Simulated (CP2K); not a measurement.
# GaP (P4/mmm) in CP2K: further runs

One crystal, GaP, is run at these levels: PBE; tasks: single point.

All numbers are computed with CP2K 2026.2; they aren't measurements. Logs are shortened: lines on timing, memory, paths and dates and some standing lists are left out, and cuts for length are marked.

### 1 The crystal as given

It takes space group P4/mmm (No. 123, tetragonal). Conventional cell: a = 3.457 Å, b = 3.457 Å, c = 2.803 Å, α = 90.00°, β = 90.00°, γ = 90.00°. Ga (site symmetry 4/mmm) is surrounded by 2 Ga at 2.80 Å and 8 P at 2.82 Å. P (site symmetry 4/mmm) is surrounded by 2 P at 2.80 Å and 8 Ga at 2.82 Å.

The cell was built by a generator and needn't be a form met in nature.

### 2 Single point, PBE

gap_scf.inp reads:

```
&GLOBAL
  PROJECT gap_scf
  RUN_TYPE ENERGY_FORCE
  PRINT_LEVEL LOW
&END GLOBAL
&FORCE_EVAL
  METHOD QS
  STRESS_TENSOR ANALYTICAL
  &DFT
    BASIS_SET_FILE_NAME BASIS_MOLOPT
    POTENTIAL_FILE_NAME GTH_POTENTIALS
    &MGRID
      CUTOFF 450
      REL_CUTOFF 60
      NGRIDS 4
    &END MGRID
    &QS
      METHOD GPW
      EPS_DEFAULT 1.0E-9
    &END QS
    &KPOINTS
      SCHEME MONKHORST-PACK 8 8 9
      GAMMA_CENTERED T
      SYMMETRY T
      SYMMETRY_BACKEND SPGLIB
    &END KPOINTS
    &SCF
      SCF_GUESS ATOMIC
      EPS_SCF 1.0E-6
      MAX_SCF 100
      ADDED_MOS 4
      CHOLESKY OFF
      EPS_EIGVAL 1.0E-7
      &DIAGONALIZATION ON
        ALGORITHM STANDARD
      &END DIAGONALIZATION
      &MIXING ON
        METHOD BROYDEN_MIXING
        ALPHA 0.4
        BETA 1.5
        NBUFFER 8
      &END MIXING
      &SMEAR ON
        METHOD FERMI_DIRAC
        ELECTRONIC_TEMPERATURE [K] 580.226
      &END SMEAR
    &END SCF
    &XC
      &XC_FUNCTIONAL
        &GGA_X_PBE
        &END GGA_X_PBE
        &GGA_C_PBE
        &END GGA_C_PBE
      &END XC_FUNCTIONAL
    &END XC
    &PRINT
      &KPOINTS ON
      &END KPOINTS
      &MULLIKEN ON
      &END MULLIKEN
      &MO ON
        ENERGIES T
        OCCUPATION_NUMBERS T
        &EACH
          QS_SCF 0
        &END EACH
        ADD_LAST NUMERIC
      &END MO
      &LOWDIN ON
      &END LOWDIN
      &HIRSHFELD ON
        SHAPE_FUNCTION DENSITY
      &END HIRSHFELD
    &END PRINT
  &END DFT
  &SUBSYS
    &CELL
      A 3.4566600000 0.0000000000 0.0000000000
      B 0.0000000000 3.4566600000 0.0000000000
      C 0.0000000000 0.0000000000 2.8025600000
      PERIODIC XYZ
    &END CELL
    &COORD
      SCALED
      Ga  0.0000000000 0.0000000000 0.0000000000
      P   0.5000000000 0.5000000000 0.5000000000
    &END COORD
    &KIND Ga
      BASIS_SET SZV-MOLOPT-SR-GTH-q13
      POTENTIAL GTH-PBE-q13
    &END KIND
    &KIND P
      BASIS_SET SZV-MOLOPT-SR-GTH-q5
      POTENTIAL GTH-PBE-q5
    &END KIND
    &PRINT
      &ATOMIC_COORDINATES ON
      &END ATOMIC_COORDINATES
      &CELL ON
      &END CELL
      &SYMMETRY ON
      &END SYMMETRY
    &END PRINT
  &END SUBSYS
  &PRINT
    &FORCES ON
    &END FORCES
    &STRESS_TENSOR ON
    &END STRESS_TENSOR
  &END PRINT
&END FORCE_EVAL
```

Potentials or basis: GTH_POTENTIALS Ga GTH-PBE-q13, P GTH-PBE-q5; SZV-MOLOPT-SR-GTH basis.

Started as:

```console
$ OMP_NUM_THREADS=1 cp2k.psmp -i gap_scf.inp -o gap_scf.out
```

gap_scf.out:

```text

 CP2K| version string:                                       CP2K version 2026.2
 CP2K| Input file name                                               gap_scf.inp

 GLOBAL| Force Environment number                                              1
 GLOBAL| Basis set file name                                        BASIS_MOLOPT
 GLOBAL| Potential file name                                      GTH_POTENTIALS
 GLOBAL| MM Potential file name                                     MM_POTENTIAL
 GLOBAL| Coordinate file name                                      __STD_INPUT__
 GLOBAL| Method name                                                        CP2K
 GLOBAL| Project name                                                    gap_scf
 GLOBAL| Run type                                                   ENERGY_FORCE
 GLOBAL| FFT library                                                       FFTW3
 GLOBAL| Diagonalization library                                       ScaLAPACK
 GLOBAL| Cholesky decomposition library                                ScaLAPACK
 GLOBAL| DGEMM library                                                      BLAS
 GLOBAL| Direct generalized diagonalization requested                          F
 GLOBAL| Matrix multiplication library                                 ScaLAPACK
 GLOBAL| Global print level                                                  LOW
 GLOBAL| Total number of message passing processes                             1
 GLOBAL| Number of threads for this process                                    1
 GLOBAL| CPU model name                                                  UNKNOWN

 CELL| Volume [angstrom^3]:                                            33.486384
 CELL| Vector a [angstrom]:       3.457     0.000     0.000   |a| =     3.456660
 CELL| Vector b [angstrom]:       0.000     3.457     0.000   |b| =     3.456660
 CELL| Vector c [angstrom]:       0.000     0.000     2.803   |c| =     2.802560
 CELL| Angle (b,c), alpha [degree]:                                    90.000000
 CELL| Angle (a,c), beta  [degree]:                                    90.000000
 CELL| Angle (a,b), gamma [degree]:                                    90.000000
 CELL| Numerically orthorhombic:                                             YES
 CELL| Periodicity                                                           XYZ

 CELL_REF| Volume [angstrom^3]:                                        33.486384
 CELL_REF| Vector a [angstrom     3.457     0.000     0.000   |a| =     3.456660
 CELL_REF| Vector b [angstrom     0.000     3.457     0.000   |b| =     3.456660
 CELL_REF| Vector c [angstrom     0.000     0.000     2.803   |c| =     2.802560
 CELL_REF| Angle (b,c), alpha [degree]:                                90.000000
 CELL_REF| Angle (a,c), beta  [degree]:                                90.000000
 CELL_REF| Angle (a,b), gamma [degree]:                                90.000000
 CELL_REF| Numerically orthorhombic:                                         YES
 CELL_REF| Periodicity                                                       XYZ

[... 8 lines left out ...]
 TOTAL NUMBERS AND MAXIMUM NUMBERS

  Total number of            - Atomic kinds:                                   2
                             - Atoms:                                          2
                             - Shell sets:                                     2
                             - Shells:                                         5
                             - Primitive Cartesian functions:                 10
                             - Cartesian basis functions:                     14
                             - Spherical basis functions:                     13

  Maximum angular momentum of- Orbital basis functions:                        2
                             - Local part of the GTH pseudopotential:          0
                             - Non-local part of the GTH pseudopotential:      4

 MODULE QUICKSTEP: ATOMIC COORDINATES IN ANGSTROM

   Atom Kind Element         X             Y             Z       Z(eff)     Mass
      1    1 Ga   31      0.000000      0.000000      0.000000  13.0000  69.7230
      2    2 P    15      1.728330      1.728330      1.401280   5.0000  30.9738

 Crystal Symmetry Information
       International Symbol:                                              P4/mmm
       Point Group Symbol:                                                 4/mmm
       Schoenflies Symbol:                                                 D4h^1
       Number of Symmetry Operations:                                         16

 SCF PARAMETERS         Density guess:                                    ATOMIC
[... 9 lines left out ...]
                        --------------------------------------------------------
[... 71 lines left out ...]
 Number of electrons:                                                         18
 Number of occupied orbitals:                                                  9
 Number of molecular orbitals:                                                13

 Number of orbital functions:                                                 13
 Number of independent orbital functions:                                     13

 SCF WAVEFUNCTION OPTIMIZATION

  Step     Update method      Time    Convergence         Total energy    Change
  ------------------------------------------------------------------------------
     1 NoMix/Diag. 0.40E+00    0.4     0.31682162       -81.1513731948 -8.12E+01
     2 Broy./Diag. 0.40E+00    0.4     0.06057617       -81.0596213470  9.18E-02
     3 Broy./Diag. 0.40E+00    0.4     0.07465802       -81.0765832311 -1.70E-02
     4 Broy./Diag. 0.40E+00    0.4     0.01385403       -81.0933258035 -1.67E-02
     5 Broy./Diag. 0.40E+00    0.4     0.00345395       -81.0782191716  1.51E-02
     6 Broy./Diag. 0.40E+00    0.4     0.00217343       -81.0701801461  8.04E-03
     7 Broy./Diag. 0.40E+00    0.4     0.00127204       -81.0663388668  3.84E-03
     8 Broy./Diag. 0.40E+00    0.4     0.00008437       -81.0670333538 -6.94E-04
     9 Broy./Diag. 0.40E+00    0.4     0.00012165       -81.0671269469 -9.36E-05
    10 Broy./Diag. 0.40E+00    0.4     0.00000674       -81.0670904598  3.65E-05
    11 Broy./Diag. 0.40E+00    0.4     0.00000815       -81.0671095587 -1.91E-05
    12 Broy./Diag. 0.40E+00    0.4     0.00000198       -81.0671165205 -6.96E-06
    13 Broy./Diag. 0.40E+00    0.4     0.00000040       -81.0671168863 -3.66E-07

  *** SCF run converged in    13 steps ***

  Electronic density on regular grids:        -17.9999999716        0.0000000284
  Core density on regular grids:               17.9999999834       -0.0000000166
  Total charge density on r-space grids:        0.0000000118
  Total charge density g-space grids:           0.0000000118

  Overlap energy of the core charge distribution:               0.00000000000071
  Self energy of the core charge distribution:               -113.69477796600728
  Core Hamiltonian energy:                                     33.23838848302915
  Hartree energy:                                              11.33541529263097
  Exchange-correlation energy:                                -11.94587181820879
  Electronic entropic energy:                                  -0.00027087767473
  Fermi energy:                                                 0.29769446537203

  Total energy:                                               -81.06711688625867
  Total energy (extrapolated to T->0):                        -81.06698144742131

 MO| EIGENVALUES AND OCCUPATION NUMBERS FOR K POINT 1
 MO|
 MO|  Index      Eigenvalue [a.u.]        Eigenvalue [eV]             Occupation
 MO|      1              -0.257816              -7.015537               2.000000
 MO|      2              -0.257472              -7.006162               2.000000
 MO|      3              -0.254109              -6.914649               2.000000
 MO|      4              -0.250356              -6.812527               2.000000
 MO|      5              -0.246803              -6.715843               2.000000
 MO|      6              -0.017962              -0.488777               2.000000
 MO|      7               0.107644               2.929154               2.000000
 MO|      8               0.149101               4.057247               2.000000
 MO|      9               0.214144               5.827145               2.000000
 MO|     10               0.240731               6.550613               2.000000
 MO|     11               0.336692               9.161851               0.000000
 MO|     12               0.359751               9.789322               0.000000
 MO|     13               0.438137              11.922324               0.000000
[... 242 lines left out ...]
 MO|      2              -0.254291              -6.919623               2.000000
 MO|      3              -0.252884              -6.881323               2.000000
 MO|      4              -0.251505              -6.843794               2.000000
 MO|      5              -0.250352              -6.812416               2.000000
 MO|      6              -0.162256              -4.415203               2.000000
 MO|      7              -0.016147              -0.439371               2.000000
 MO|      8               0.208767               5.680833               2.000000
 MO|      9               0.353650               9.623316               0.000000
 MO|     10               0.368410              10.024937               0.000000
 MO|     11               0.476437              12.964507               0.000000
 MO|     12               0.549145              14.943007               0.000000
 MO|     13               0.645902              17.575881               0.000000
 MO| Sum:                                                              16.000000
 MO| E(Fermi):            0.297694 a.u.          8.100678 eV

 [... the levels of further k-points ...]

 !-----------------------------------------------------------------------------!
                     Mulliken Population Analysis

 #  Atom  Element  Kind  Atomic population                           Net charge
       1     Ga       1         12.831116                              0.168884
       2     P        2          5.168884                             -0.168884
 # Total charge                             18.000000                 -0.000000

 !-----------------------------------------------------------------------------!

 !-----------------------------------------------------------------------------!
                           Hirshfeld Charges

  #Atom  Element  Kind  Ref Charge     Population                    Net charge
      1       Ga     1      13.000         12.896                         0.104
      2       P      2       5.000          5.104                        -0.104

  Total Charge                                                           -0.000
 !-----------------------------------------------------------------------------!

 LOWDIN POPULATION ANALYSIS

 #  Atom  Element  Kind  Atomic population                           Net charge
       1     Ga       1         12.962969                              0.037031
       2     P        2          5.037031                             -0.037031
 # Total charge                             18.000000                 -0.000000

 ENERGY| Total FORCE_EVAL ( QS ) energy [hartree]            -81.067117004327528

 FORCES| Atomic forces [hartree/bohr]
 FORCES|   Atom     x               y               z               |f|
 FORCES|      1  2.15715836E-07  2.15719349E-07  2.06424584E-07   3.68346669E-07
 FORCES|      2 -1.70833307E-10 -1.74325345E-10 -1.62407225E-10   2.93171369E-10
 FORCES| Sum     2.15545003E-07  2.15545024E-07  2.06262176E-07
 FORCES| Total atomic force                                       3.68053516E-07

 STRESS| Analytical stress tensor [bar]
 STRESS|                        x                   y                   z
 STRESS|      x        1.69475755735E+05   1.10324793956E-01   1.02647126364E-01
 STRESS|      y        1.10324793956E-01   1.69475755735E+05   1.02642887492E-01
 STRESS|      z        1.02647126364E-01   1.02642887492E-01   2.08856052503E+05
 STRESS| 1/3 Trace                                             1.82602521324E+05
 STRESS| Determinant                                           5.99877017781E+15

 STRESS| Eigenvectors and eigenvalues of the analytical stress tensor [bar]
 STRESS|                        1                   2                   3
 STRESS| Eigenvalues   1.69475645410E+05   1.69475866059E+05   2.08856052503E+05
 STRESS|      x          -0.707106729330      0.707106833039      0.000002606568
 STRESS|      y           0.707106833043      0.707106729325      0.000002606460
 STRESS|      z           0.000000000076     -0.000003686167      0.999999999993
```

Wall time 6.2 s (1 thread of Arm Neoverse V2, shared host); peak memory 0.19 GiB.

What came out:

* Free energy: -2205.9484 eV
* Pressure: 18.3 GPa
* Band gap on the k mesh: none (metal or under the smearing width)
* Mulliken charges: Ga +0.17; P -0.17 e
* Hirshfeld charges: Ga +0.10; P -0.10 e

Caveat: a minimal basis gives rough bond lengths, pressures and levels; Mulliken charges move with the basis; the basis of atomic orbitals isn't converged, which shifts pressures, moduli and gaps.

### 3 Single point, PBE

Changes to gap_scf.inp since step 2:

```diff
@@ -30,3 +30,3 @@
       MAX_SCF 100
-      ADDED_MOS 4
+      ADDED_MOS 10
       CHOLESKY OFF
@@ -88,3 +88,3 @@
     &KIND Ga
-      BASIS_SET SZV-MOLOPT-SR-GTH-q13
+      BASIS_SET DZVP-MOLOPT-SR-GTH-q13
       POTENTIAL GTH-PBE-q13
@@ -92,3 +92,3 @@
     &KIND P
-      BASIS_SET SZV-MOLOPT-SR-GTH-q5
+      BASIS_SET DZVP-MOLOPT-SR-GTH-q5
       POTENTIAL GTH-PBE-q5
```

Potentials or basis: GTH_POTENTIALS Ga GTH-PBE-q13, P GTH-PBE-q5; DZVP-MOLOPT-SR-GTH basis.

Started as:

```console
$ OMP_NUM_THREADS=1 cp2k.psmp -i gap_scf.inp -o gap_scf.out
```

Run time: 26 s. Hardware: 1 thread of Arm Neoverse V2, shared host; peak memory 0.23 GiB.

The run converged. Its results:

* Free energy: -2208.3402 eV
* Pressure: 1.2 GPa
* Band gap on the k mesh: none (metal or under the smearing width)
* Mulliken charges: Ga +0.06; P -0.06 e
* Hirshfeld charges: Ga +0.11; P -0.11 e

Stress tensor (GPa, compression positive):
```
1.62 0.00 0.00
0.00 1.62 0.00
0.00 0.00 0.32
```

Levels at points of the mesh, in eV from the Fermi level:
```tsv
k point	band 7	band 8	band 9	band 10	band 11	band 12
(0.00, 0.00, 0.00)	-2.60	-2.20	-2.20	2.73	4.11	8.17
(0.00, 0.50, 0.00)	-9.10	-0.33	2.58	2.88	3.07	3.87
(0.50, 0.50, 0.00)	-6.04	-6.03	-6.03	4.29	9.84	9.84
```

Caveat: Mulliken charges move with the basis; the basis of atomic orbitals isn't converged, which shifts pressures, moduli and gaps.

### 4 Single point, PBE

Changes to gap_scf.inp since step 3:

```diff
@@ -9,4 +9,4 @@
   &DFT
-    BASIS_SET_FILE_NAME BASIS_MOLOPT
-    POTENTIAL_FILE_NAME GTH_POTENTIALS
+    BASIS_SET_FILE_NAME BASIS_MOLOPT_UZH
+    POTENTIAL_FILE_NAME POTENTIAL_UZH
     &MGRID
@@ -88,3 +88,3 @@
     &KIND Ga
-      BASIS_SET DZVP-MOLOPT-SR-GTH-q13
+      BASIS_SET DZVP-MOLOPT-PBE-GTH-q13
       POTENTIAL GTH-PBE-q13
@@ -92,3 +92,3 @@
     &KIND P
-      BASIS_SET DZVP-MOLOPT-SR-GTH-q5
+      BASIS_SET DZVP-MOLOPT-PBE-GTH-q5
       POTENTIAL GTH-PBE-q5
```

Potentials or basis: POTENTIAL_UZH Ga GTH-PBE-q13, P GTH-PBE-q5; DZVP-MOLOPT-PBE-GTH basis.

Started as:

```console
$ OMP_NUM_THREADS=1 cp2k.psmp -i gap_scf.inp -o gap_scf.out
```

Run time: 31 s. Hardware: 1 thread of Arm Neoverse V2, shared host; peak memory 0.24 GiB.

Results (log left out):

```yaml
Free_energy: -2208.5231 eV
Pressure: 1.3 GPa
Band_gap_on_the_k_mesh: none (metal or under the smearing width)
Mulliken_charges: Ga +0.02; P -0.02 e
Hirshfeld_charges: Ga +0.10; P -0.10 e
```

Stress tensor (GPa, compression positive):
```
1.69 0.00 0.00
0.00 1.69 0.00
0.00 0.00 0.47
```

Levels at points of the mesh, in eV from the Fermi level:
| k point | band 5 | band 6 | band 7 | band 8 | band 9 | band 10 | band 11 | band 12 | band 13 | band 14 |
| --- | --- | --- | --- | --- | --- | --- | --- | --- | --- | --- |
| (0.00, 0.00, 0.00) | -14.70 | -13.73 | -2.61 | -2.22 | -2.22 | 2.68 | 5.32 | 9.16 | 9.16 | 9.18 |
| (0.00, 0.50, 0.00) | -14.70 | -11.90 | -9.12 | -0.34 | 2.66 | 2.82 | 3.08 | 3.84 | 8.79 | 10.34 |
| (0.50, 0.50, 0.00) | -14.72 | -10.26 | -6.06 | -6.05 | -6.05 | 4.26 | 9.73 | 9.73 | 11.45 | 12.50 |

Caveat: Mulliken charges move with the basis; the basis of atomic orbitals isn't converged, which shifts pressures, moduli and gaps.

[end of part 1 of 2]
